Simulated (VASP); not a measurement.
**LiF in VASP 6.6.1, single-point calculation**

INCAR

```
ISIF = 2
LREAL = .FALSE.
MAGMOM = -2 -2
LASPH = .TRUE.
ISPIN = 2
PREC = Accurate
ENCUT = 520
EDIFF = 1E-7
LWAVE = .FALSE.
LCHARG = .FALSE.
NSW = 0
IBRION = -1
NBANDS = 12
ISMEAR = -1
NELM = 120
SIGMA = 0.02
GGA = PE
```

KPOINTS

```
KPOINTS created by Atomic Simulation Environment
0
Gamma
10 10 10
0 0 0
```

POSCAR

```
Li F
 1.0000000000000000
     0.0577522106000000    1.9905834401000000    1.9905834401000000
     1.9905834401000000    0.0577522106000000    1.9905834401000000
     1.9905834401000000    1.9905834401000000    0.0577522106000000
 Li  F
   1   1
Cartesian
  0.0000000000000000  0.0000000000000000  0.0000000000000000
  2.0194595454000002  2.0194595454000002  2.0194595454000002
```

The recommended PBE PAW datasets give the neutral cell 10 valence electrons.

Command

```
mpirun -np 1 vasp_std
```

How does this run end, and what does it give?

It converged. Results: pressure 8.8 GPa; magnetic moment of the cell 0.00 μB.

OSZICAR

```
N       E                     dE             d eps       ncg     rms          rms(c)
DAV:   1     0.361393173574E+02    0.36139E+02   -0.54850E+03  5812   0.858E+02
DAV:   2    -0.341208896281E+01   -0.39551E+02   -0.38767E+02  6692   0.188E+02
DAV:   3    -0.436569211088E+01   -0.95360E+00   -0.95111E+00  7256   0.255E+01
DAV:   4    -0.437571442705E+01   -0.10022E-01   -0.10022E-01  6360   0.272E+00
DAV:   5    -0.437582304459E+01   -0.10862E-03   -0.10862E-03  7084   0.217E-01    0.246E+01
DAV:   6    -0.850160641174E+01   -0.41258E+01   -0.44848E+00  7328   0.142E+01    0.107E+01
DAV:   7    -0.956218391611E+01   -0.10606E+01   -0.32277E-01  7800   0.413E+00    0.148E+00
DAV:   8    -0.957939768125E+01   -0.17214E-01   -0.20852E-02  6496   0.135E+00    0.611E-01
DAV:   9    -0.958079076261E+01   -0.13931E-02   -0.10108E-02  6196   0.111E+00    0.318E-01
DAV:  10    -0.958563462193E+01   -0.48439E-02   -0.17572E-03  6316   0.472E-01    0.539E-02
DAV:  11    -0.958571382152E+01   -0.79200E-04   -0.16115E-04  6692   0.123E-01    0.273E-02
DAV:  12    -0.958575075589E+01   -0.36934E-04   -0.42992E-05  6368   0.568E-02    0.860E-03
DAV:  13    -0.958575216731E+01   -0.14114E-05   -0.35908E-06  6480   0.176E-02    0.180E-03
DAV:  14    -0.958575237514E+01   -0.20783E-06   -0.22467E-07  6416   0.505E-03    0.922E-04
DAV:  15    -0.958575240667E+01   -0.31528E-07   -0.37389E-08  5724   0.185E-03
   1 F= -.95857524E+01 E0= -.95857524E+01  d E =-.267657E-12  mag=     0.0000
```

Standard output (part)

```
POSCAR found type information on POSCAR LiF
 POSCAR found :  2 types and       2 ions
 LDA part: xc-table for (Slater+PW92), standard interpolation
 POSCAR, INCAR and KPOINTS ok, starting setup
 WAVECAR not read
 entering main loop
```

For comparison, a separate PBE run of the intended cell, on usual settings and not on those above, gives a gap of 9.73 eV on its mesh and a pressure of 8.8 GPa.
